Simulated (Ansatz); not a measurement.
# Al: the cost of one run

Computed with Ansatz 0.2.0 (DFT PBE, scalar-relativistic, plane waves, PAW, unless a step's input says otherwise).

1 further run of the same task is left out (set aside as unsound or not needed).

**1. The starting structure**

The structure is cubic, space group Im-3m (No. 229). The conventional cell has a = 3.235 Å, b = 3.235 Å, c = 3.235 Å, α = 90.00°, β = 90.00°, γ = 90.00°. Around Al (site symmetry m-3m) lie 8 Al at 2.80 Å.

Coordinates:

```
CELL_PARAMETERS angstrom
-1.61746 1.61746 1.61746
1.61746 -1.61746 1.61746
1.61746 1.61746 -1.61746
ATOMIC_POSITIONS crystal
Al 0.00000 0.00000 0.00000
```

It goes back to an entry of the Materials Project, which need not be the stable form.

This cell was relaxed beforehand with the same method: volume 16.93 Å³/atom, gap on the mesh none (metal).

**2. What is varied**

Atoms count from 1 in the order of the input.

One atom moved over a plane, all else fixed.

The axes are (1) shift of Al1 along [1 0 0]: 11 values from −1.180 Å; (2) shift of Al1 along [0 1 0]: 11 values from −1.180 Å.

Nothing else is relaxed (all other atoms fixed). Energies count from the relaxed crystal. Points are written as (first, second).

**3. Grid point (−0.944 Å, −0.944 Å)**

The input, input.yaml:

```yaml
crystal:
  lattice:
    - [3.2349246271, -3.2349246271, -3.2349246271]
    - [-3.2349246271, 3.2349246271, -3.2349246271]
    - [3.2349246271, 3.2349246271, 3.2349246271]
  atoms:
    - { symbol: Al, position: [0.3540924274, 0.3540924274, -0.2918151453] }
    - { symbol: Al, position: [0.5, 0.0, 0.0] }
    - { symbol: Al, position: [0.0, 0.5, 0.0] }
    - { symbol: Al, position: [0.0, 0.0, 0.0] }
    - { symbol: Al, position: [0.5, 0.5, 0.5] }
    - { symbol: Al, position: [0.5, 0.0, 0.5] }
    - { symbol: Al, position: [0.0, 0.5, 0.5] }
    - { symbol: Al, position: [0.0, 0.0, 0.5] }
basis:
  ecutwfc: 420
kpoints:
  mp_grid: { grid: [10, 10, 10] }
hamiltonian:
  xc: pbe
  pseudopotentials: { kind: paw, azcp: { folder: soft_1 } }
scf:
  occupations: { method: gaussian, width: 0.15 }
output:
  forces: true
  stress: true
  eigenvalues: true
```

The run is started by

```
ansatz run input.yaml --threads 4 --pin off --max-ram 8192MiB --backend cpu --events-out ev --progress --plain --runs-dir out
```

**Question.** How long does this run take on 4 threads of AMD EPYC 7R43 (Zen 3), shared host, and how much memory does it need?

About 10 s, with a peak of 0.71 GiB.
